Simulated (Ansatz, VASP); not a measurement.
## One calculation of SiO2, two programs

```xyz
6
Lattice="-2.5131 2.5131 3.6859 2.5131 -2.5131 3.6859 2.5131 2.5131 -3.6859" Properties=species:S:1:pos:R:3 pbc="T T T"
Si    0.0000    0.0000    0.0000
Si    0.0000    2.5131    1.8429
O     0.4648    1.2566    0.9215
O     1.2566    2.9780    2.7644
O    -1.2566    2.0483    2.7644
O    -0.4648    3.7697    0.9215
```

Alike in both runs: functional PBE; k mesh 6 × 6 × 6; occupations gaussian, width 0.02 eV; no spin polarisation.

Ansatz relaxed the structure, and its values are those at the end. VASP's run is a single point on that final structure, the one shown.

```csv
,VASP,Ansatz
version,VASP 6.6.1,Ansatz 0.2.0
potentials or method,"VASP PAW PBE potentials, release 64 (Si, O)","scalar-relativistic, plane waves, PAW"
plane-wave cutoff (eV),520,420
valence electrons in the cell,32,32
```

VASP gave:

| Quantity | Value |
| --- | --- |
| gap on the k mesh at the Fermi level (eV) | 5.74 |
| least direct gap on the mesh (eV) | 5.74 |
| pressure (GPa) | 0.1 |
| rms of the force components (eV/Å) | 0.003 |

Task: Estimate Ansatz's values.

Result: gap on the k mesh at the Fermi level (eV): 5.74; least direct gap on the mesh (eV): 5.74; pressure (GPa): 0.0; rms of the force components (eV/Å): 0.001.

The functional is the same, so the differences come from potentials, cutoffs and numerics.

A k mesh can miss the band edges.
